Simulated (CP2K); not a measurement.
Runs of CP2K 2026.2 on TiO2 (Anatase). Symmetry: I4_1/amd, No. 141, tetragonal system. The conventional cell has a = 3.784 Å, b = 3.784 Å, c = 9.515 Å, α = 90.00°, β = 90.00°, γ = 90.00°. Ti (site symmetry -4m2) has 6 O at 1.93 to 1.98 Å as nearest neighbours. O (site symmetry 2mm) has 3 Ti at 1.93 to 1.98 Å as nearest neighbours. 

```tsv
level	cutoff of the non-local correlation (Ry)	gap on the mesh (eV)	pressure (GPa)	largest force (eV/Å)
PBE	-	2.07	(b)	0.12
vdW-DF-cx	150 Ry	2.07	1.8	0.13
PBEsol	-	2.04	(a)	0.04
rev-vdW-DF2	150 Ry	2.06	3.7	0.16
PW91	-	2.06	5.7	0.13
MS2	-	2.50	1.9	0.01
LDA	-	1.99	-3.3	0.03
```

Alike in all rows: task atomic charges; potentials or basis POTENTIAL_UZH Ti GTH-PBE-q12, O GTH-PBE-q6; DZVP-MOLOPT-PBE-GTH basis; no spin polarisation; cell as given; k mesh 10 × 10 × 10; smearing fermi-dirac 0.05 eV.

Fill in the values left out.

(a) 0.8; (b) 6.3.

Caveats: the basis of atomic orbitals isn't converged, which shifts pressures, moduli and gaps; the potentials were made for another functional, which shifts forces and pressure (some runs).

A k mesh can miss the band edges.
